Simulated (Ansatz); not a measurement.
## K2S: deformation potentials from a series

```
CELL_PARAMETERS angstrom
0.00000 3.69550 3.69550
3.69550 0.00000 3.69550
3.69550 3.69550 0.00000
ATOMIC_POSITIONS crystal
K 0.25000 0.25000 0.25000
K 0.75000 0.75000 0.75000
S 0.00000 0.00000 0.00000
```

Atoms are numbered in the order listed.

The cell is COD entry 1011375, as deposited and not checked against the literature; nothing was relaxed.

Theory: DFT, PBEsol, all-electron LAPW, scalar-relativistic in Ansatz 0.2.0.

Numerical set-up: a Γ-centred 7×7×7 k mesh, Fermi–Dirac smearing of 0.01 eV, basis error target 0.5 meV/atom, no spin polarisation.

The cell is scaled evenly. Fractional coordinates are held (clamped ions).

The valence-band top of this crystal doesn't lie at Γ but 0.21 eV above the top filled level there.

Only quantities that a quadratic follows smoothly over the whole series are listed; rougher ones are left out.

```csv
ln(V/Vcell),direct gap at Γ (eV),smallest gap on mesh and path (eV)
-0.0619,2.713,2.442
-0.0202,2.568,2.341
-0.0101,2.533,2.317
0.0000,2.499,2.293
0.0100,2.466,2.270
0.0198,2.434,2.247
0.0392,2.372,2.201
0.0583,2.311,2.157
```

**Question.** Fit the series and give the slopes at zero strain.

**Answer.** Least-squares fits y = p0 + p1 x + p2 x² to the rows give direct gap at Γ (eV): p1 = -3.34, p2 = 1.9; smallest gap on mesh and path (eV): p1 = -2.37, p2 = 0.55. So dEg/dln V = -3.3 eV for the direct gap at Γ, which isn't the fundamental gap here: that one has dEg/dln V = -2.4 eV. Semilocal gaps are too small, but their slopes carry over better.

**Question.** One run, at ln(V/Vcell) = -0.0408, is withheld. Predict its row.

**Answer.** The fits give 2.639, 2.391; the run gave 2.639, 2.391.
